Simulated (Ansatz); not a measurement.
# KTaO3: a tetragonal deformation path

An exercise on one series of results from a longer session: the logs are not shown, and one member is left open.

Program: Ansatz 0.2.0. Level of theory: DFT PBE, scalar-relativistic, plane waves, PAW. These are calculated values, not measurements.

## The starting structure

The structure is cubic, space group Pm-3m (No. 221). Conventional cell: a = 3.988 Å, b = 3.988 Å, c = 3.988 Å, α = 90.00°, β = 90.00°, γ = 90.00°. K (site symmetry m-3m) has 12 O at 2.82 Å in its first shell of neighbours. Around Ta (site symmetry m-3m) lie 6 O at 1.99 Å. Around O (site symmetry 4/mmm) lie 2 Ta at 1.99 Å and 4 K at 2.82 Å.

Coordinates:

```
K Ta O
1.0
     3.98830    0.00000    0.00000
     0.00000    3.98830    0.00000
     0.00000    0.00000    3.98830
K Ta O
1 1 3
Direct
  0.50000 0.50000 0.50000
  0.00000 0.00000 0.00000
  0.50000 0.00000 0.00000
  0.00000 0.50000 0.00000
  0.00000 0.00000 0.50000
```

Source of the structure: the Crystallography Open Database.

Set-up of the first run:

input.yaml reads:

```yaml
crystal:
  lattice:
    - [3.9883, 0.0, 0.0]
    - [0.0, 3.9883, 0.0]
    - [0.0, 0.0, 3.9883]
  atoms:
    - { symbol: K, position: [0.5, 0.5, 0.5] }
    - { symbol: Ta, position: [0.0, 0.0, 0.0] }
    - { symbol: O, position: [0.5, 0.0, 0.0] }
    - { symbol: O, position: [0.0, 0.5, 0.0] }
    - { symbol: O, position: [0.0, 0.0, 0.5] }
basis:
  ecutwfc: 420
kpoints:
  mp_grid: { grid: [4, 4, 4] }
hamiltonian:
  xc: pbe
scf:
  occupations: { method: gaussian, width: 0.1 }
output:
  forces: true
  stress: true
  eigenvalues: true
```

Command:

```bash
> ansatz run input.yaml --threads 1 --pin off --max-ram 2560MiB --backend cpu --events-out ev --progress --plain --runs-dir out
```

Steps of the session up to this table: Probe: one point at the start; The reference: the undisturbed cell on the scan's mesh; At ρ = 0.707; Point ρ = 1.414; Point ρ = 0.850; At ρ = 1.200; At ρ = 0.780; Point ρ = 1.300; Point ρ = 0.920; Point ρ = 1.100; Point ρ = 0.650; At ρ = 1.500; ρ = 0.960; ρ = 1.050.

One of the session's tables, all rows but one given; the rest of the session is left out.

```
    ρ  ΔE (meV/atom)  pressure (GPa)  gap on the mesh (eV)
0.650         3157.9            83.5                  0.00
0.707              ?               ?                     ?
0.780          828.0            32.2                  1.68
0.850          316.2            16.3                  1.89
0.920           75.7             8.2                  2.06
0.960           17.4             6.1                  2.14
1.000            0.0             5.4                  2.22
1.050           22.9             6.3                  2.17
1.100           84.4             8.8                  2.08
1.200          294.8            17.4                  1.85
1.300          595.5            29.9                  1.56
1.414         1028.1            47.5                  1.14
1.500         1411.2            62.6                  0.71
```

**Question.** Estimate the row for ρ = 0.707.

Worked estimate for «ΔE (meV/atom)». A straight line through the neighbours (0.650, 3157.9) and (0.780, 828.0) gives 3157.9 + (828.0 − 3157.9) × (0.707 − 0.650) / (0.780 − 0.650) = 2136.3; a parabola fitted to 3 rows on both sides gives 1915.6.

**Answer.** ΔE (meV/atom): 1845.7; pressure (GPa): 60.1; gap on the mesh (eV): 0.40. In «ΔE (meV/atom)» the line misses by +290.6 and the parabola by +69.9.

Where the gap reads zero, the mesh chosen for the insulator is on the coarse side.
